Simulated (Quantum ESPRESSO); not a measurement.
Crystal: Eu.

```xyz
1
Lattice="-2.3030 2.3030 2.3030 2.3030 -2.3030 2.3030 2.3030 2.3030 -2.3030" Properties=species:S:1:pos:R:3 pbc="T T T"
Eu    0.0000    0.0000    0.0000
```

Base run:

```yaml
Program: Quantum ESPRESSO 7.5
Functional: PBE
Potentials_or_basis: JTH 2.0 PBE
Cutoff: 680 eV
Density_cutoff: 4082 eV
k_mesh: 6 × 6 × 6
Occupations: fermi-dirac, width 0.05 eV
Spin: collinear spin, ferromagnetic start
Starting_moments: "[7.0] μB"
```

Its results: band gap on the k mesh none (metal or under the smearing width); pressure -2.3 GPa; net moment 7.49 μB per cell; site moments Eu +7.13 μB.

Question: The run is repeated on the same cell with these changes: potentials or basis from JTH 2.0 PBE to SSSP 1.3 efficiency PBE; cutoff from 680 eV to 748 eV; density cutoff from 4082 eV to 5987 eV; k mesh from 6 × 6 × 6 to 8 × 8 × 8. What comes out?

Answer: Band gap on the k mesh none (metal or under the smearing width); pressure -2.1 GPa; net moment 7.38 μB per cell; site moments Eu +7.08 μB.

Caveats: spin-orbit coupling is left out, which moves the levels of the heavy elements.

Not every run made on this cell is shown here.
